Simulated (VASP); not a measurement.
A run of VASP 6.6.1 is set up as follows.

File INCAR:

```
PREC = Normal ; ENCUT = 520
EDIFF = 1E-5 ; ISMEAR = 0
SIGMA = 0.15 ; LREAL = Auto
LASPH = T ; NELM = 80
ALGO = Fast ; ISIF = 2
LWAVE = F ; LCHARG = F
GGA = PE
```

The input KPOINTS:

```
regular mesh
0
Gamma
  8 8 3
```

Contents of POSCAR:

```
AlGa3N2
1.0
    6.4402860000      0.0000000000      0.0000000000
   -1.6100720000      2.7887260000      0.0000000000
    0.0000000000      0.0000000000      9.3634500000
Al Ga N
2 6 4
Direct
    0.3333335000      0.3333330000      0.2546380000
    0.8333335000      0.3333330000      0.2546380000
    0.1666665000      0.6666670000      0.9775310000
    0.6666665000      0.6666670000      0.9775310000
    0.0000000000      0.0000000000      0.5264520000
    0.5000000000      0.0000000000      0.5264520000
    0.1666665000      0.6666670000      0.7103350000
    0.6666665000      0.6666670000      0.7103350000
    0.3333335000      0.3333330000      0.0524980000
    0.8333335000      0.3333330000      0.0524980000
    0.0000000000      0.0000000000      0.3155920000
    0.5000000000      0.0000000000      0.3155920000
```

Potentials or basis: VASP PAW PBE potentials, release 64 (Al, Ga_d, N).

Launch:

```console
$ cat potpaw_PBE.64/Al/POTCAR potpaw_PBE.64/Ga_d/POTCAR potpaw_PBE.64/N/POTCAR > POTCAR
$ mpirun -np 1 vasp_std > vasp.out
```

Question: What does it give for the band gap on the k mesh?

Answer: None (metal or under the smearing width).

Question: Predict the pressure.

Answer: 0.0 GPa.

Forces in eV/Å, atoms in the order of the input:
```
Al  -0.001  0.000  0.012
Al  -0.001  0.000  0.012
Ga   0.001  0.000 -0.018
Ga   0.001  0.000 -0.018
Ga   0.020  0.012 -0.109
Ga   0.020  0.012 -0.109
Ga  -0.018 -0.010  0.118
Ga  -0.018 -0.010  0.118
N    0.000  0.000 -0.014
N    0.000  0.000 -0.014
N   -0.002 -0.001  0.012
N   -0.002 -0.001  0.012
```
